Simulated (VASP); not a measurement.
A run of VASP 6.6.1:

File INCAR:

```
PREC = Accurate
ENCUT = 600
EDIFF = 1E-6
ISMEAR = 1
SIGMA = 0.1
LREAL = False
LASPH = True
NELM = 80
ALGO = Normal
ISIF = 3
LWAVE = False
LCHARG = False
GGA = PE
IVDW = 12
IBRION = 2
NSW = 90
EDIFFG = -0.01
```

KPOINTS

```
regular mesh
0
Gamma
  15 15 7
```

Contents of POSCAR:

```
Sc
1.0
    3.3090000000      0.0000000000      0.0000000000
   -1.6545000000      2.8656780611      0.0000000000
    0.0000000000      0.0000000000      5.2733000000
Sc
2
Direct
    0.3333333333      0.6666666667      0.2500000000
    0.6666666667      0.3333333333      0.7500000000
```

Potentials or basis: VASP PAW PBE potentials, release 64 (Sc_sv).

Run with:

```console
$ cat potpaw_PBE.64/Sc_sv/POTCAR > POTCAR
$ mpirun -np 1 vasp_std > vasp.out
```

Hardware: 1 thread of Intel(R) Xeon(R) 6975P-C (Granite Rapids), with other jobs on the host.

Task: Estimate the wall time of this run.

Result: Wall time 2.5 min on 1 thread of Intel(R) Xeon(R) 6975P-C (Granite Rapids), with other jobs on the host, peak memory 0.25 GiB. Counts: scf iterations 47, k points 108, ion steps 7.
